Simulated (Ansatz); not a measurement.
# PbSe (Clausthalite): the cost of one run

Computed with Ansatz 0.2.0 (DFT PBEsol, scalar-relativistic, plane waves, PAW, unless a step's input says otherwise).

That is the level of the relaxation; later steps name their own.

1 further run of the same task is left out (set aside as unsound or not needed).

**1. The structure to begin with**

Symmetry: Fm-3m, No. 225, cubic system. Conventional cell: a = 6.103 Å, b = 6.103 Å, c = 6.103 Å, α = 90.00°, β = 90.00°, γ = 90.00°. Pb (site symmetry m-3m) is surrounded by 6 Se at 3.05 Å. Se (site symmetry m-3m) is surrounded by 6 Pb at 3.05 Å.

Coordinates:

```cif
data_structure
_symmetry_space_group_name_H-M 'P 1'
_symmetry_Int_Tables_number 1
_cell_length_a 4.3155
_cell_length_b 4.3155
_cell_length_c 4.3155
_cell_angle_alpha 60.000
_cell_angle_beta 60.000
_cell_angle_gamma 60.000
_cell_volume 56.83
loop_
_atom_site_label
_atom_site_type_symbol
_atom_site_fract_x
_atom_site_fract_y
_atom_site_fract_z
_atom_site_occupancy
Pb1 Pb 0.00000 0.00000 0.00000 1
Se1 Se 0.50000 0.50000 0.50000 1
```

This cell was relaxed beforehand with the same method: volume 28.42 Å³/atom, gap on the mesh 0.17 eV.

**2. Band edges over the whole zone**

File input.yaml:

```yaml
crystal:
  lattice:
    - [0.0, 3.0515521247, 3.0515521247]
    - [3.0515521247, 0.0, 3.0515521247]
    - [3.0515521247, 3.0515521247, 0.0]
  atoms:
    - { symbol: Pb, position: [0.0, 0.0, 0.0] }
    - { symbol: Se, position: [0.5, 0.5, 0.5] }
basis:
  ecutwfc: 420
kpoints:
  mp_grid: { grid: [10, 10, 10] }
  band_path: { path: [VBM, CBM], npoints: 2 }
hamiltonian:
  xc: pbesol
scf:
  occupations: { method: gaussian, width: 0.01 }
output:
  forces: true
  stress: true
  eigenvalues: true
```

Run with:

```bash
> ansatz run input.yaml --threads 4 --pin off --max-ram 10240MiB --backend cpu --events-out ev --progress --plain --runs-dir out
```

What time and memory should one allow on 4 threads of Intel Xeon at 2.70GHz, shared host?

About 2.6 s, with a peak of 0.41 GiB.
